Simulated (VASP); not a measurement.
# InSb (strained zincblende): one HSE06 single-point calculation in two programs

```cif
data_structure
_symmetry_space_group_name_H-M 'P 1'
_symmetry_Int_Tables_number 1
_cell_length_a 4.7316
_cell_length_b 4.7316
_cell_length_c 4.6379
_cell_angle_alpha 60.653
_cell_angle_beta 60.653
_cell_angle_gamma 58.695
_cell_volume 73.37
loop_
_atom_site_label
_atom_site_type_symbol
_atom_site_fract_x
_atom_site_fract_y
_atom_site_fract_z
_atom_site_occupancy
In1 In 0.00000 0.00000 0.00000 1
Sb1 Sb 0.25000 0.25000 0.25000 1
```

Each program uses its own PAW datasets. VASP's cell holds 18 valence electrons and Ansatz's 28. Ansatz's stress includes a Pulay correction; VASP's doesn't.

Cutoffs: 520 eV in VASP, 420 eV in Ansatz. k meshes: 4×4×4 and 4×4×4.

```json
{"": "gap between bands v and c", "VASP": "0.00 eV", "Ansatz": "0.00 eV"}
{"": "least direct gap", "VASP": "0.00 eV", "Ansatz": "0.00 eV"}
{"": "pressure", "VASP": "-1.7 GPa", "Ansatz": "-1.3 GPa"}
```

Band v is the last that the valence electrons fill when counted band by band, and c is the next. Levels in eV from the top of v, Ansatz:

```json
{"point": "Γ", "v−1": "-0.12", "v": "0.00", "c": "0.00", "c+1": "3.48"}
{"point": "X", "v−1": "-2.15", "v": "-2.15", "c": "2.01", "c+1": "2.01"}
{"point": "K", "v−1": "-3.10", "v": "-2.01", "c": "2.03", "c+1": "4.07"}
{"point": "L", "v−1": "-1.19", "v": "-0.93", "c": "0.87", "c+1": "4.29"}
{"point": "W", "v−1": "-2.84", "v": "-2.70", "c": "4.00", "c+1": "4.52"}
```

VASP:

```json
{"point": "Γ", "v−1": "-0.09", "v": "0.00", "c": "0.00", "c+1": "3.53"}
{"point": "X", "v−1": "-2.14", "v": "-2.14", "c": "2.05", "c+1": "2.06"}
{"point": "K", "v−1": "-3.08", "v": "-2.00", "c": "2.07", "c+1": "4.10"}
{"point": "L", "v−1": "-1.18", "v": "-0.92", "c": "0.91", "c+1": "4.33"}
{"point": "W", "v−1": "-2.83", "v": "-2.68", "c": "4.03", "c+1": "4.55"}
```
